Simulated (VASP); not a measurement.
**Si: relaxation of cell and atoms with BLYP+D3**

Si:

```
Si
1.0
     0.00000    2.72185    2.72185
     2.72185    0.00000    2.72185
     2.72185    2.72185    0.00000
Si
2
Cartesian
  2.7219 2.7219 2.7219
  4.0828 4.0828 4.0828
```

| Item | Value |
| --- | --- |
| Program | VASP 6.6.1 |
| Task | relaxation of cell and atoms |
| Functional | BLYP |
| Dispersion | D3 |
| Potentials or basis | VASP PAW PBE potentials, release 64 (Si) |
| Cutoff | 600 eV |
| k mesh | 8 × 8 × 8 |
| Occupations | fermi-dirac, width 0.05 eV |
| Spin | no spin polarisation |
| Further INCAR settings | ALGO = Fast; EDIFF = 1e-07; IBRION = 2; EDIFFG = -0.01; NSW = 40; ISIF = 3 |

The relaxed volume is 20.98 Å³/atom and the relaxed cell is a = 3.901 Å, b = 3.901 Å, c = 3.901 Å, α = 60.00°, β = 60.00°, γ = 60.00°. The space group after relaxing (to 0.05 Å) is Fd-3m (No. 227), the energy gained by relaxing is 8.1 meV/atom and the ionic steps are 3. The pressure after relaxing is 0.0 GPa and the band gap on the k mesh is 0.90 eV, indirect (least direct gap 2.59 eV). The dispersion energy per atom is -0.277 eV.

Step by step:
```csv
step,energy change (eV),largest force (eV/Å),pressure (GPa),volume (Å³)
1,0.0000,0.0000,3.31,40.33
2,-0.0124,0.0000,-1.37,42.81
3,-0.0162,0.0000,0.00,41.97
```

Final structure:
```
Si
1.0
     0.00000    2.75818    2.75818
     2.75818    0.00000    2.75818
     2.75818    2.75818    0.00000
Si
2
Cartesian
  2.7582 2.7582 2.7582
  4.1373 4.1373 4.1373
```

Levels at points of the mesh, in eV from the valence-band top:
```
           k point  band 1  band 2  band 3  band 4  band 5  band 6  band 7  band 8
(0.00, 0.00, 0.00)  -11.56    0.00    0.00    0.00    2.68    2.68    2.68    2.78
(0.50, 0.00, 0.00)   -9.39   -6.66   -1.13   -1.13    1.46    3.53    3.53    7.99
(0.50, 0.50, 0.00)   -7.63   -7.63   -2.66   -2.66    1.03    1.03    9.76    9.76
```

Wall time 29 s on 1 thread of Intel(R) Xeon(R) 6975P-C (Granite Rapids), with other jobs on the host, peak memory 0.17 GiB.

Caveat: the PAW data sets were made with another functional, which shifts forces and pressure a little. A k mesh can miss the band edges.
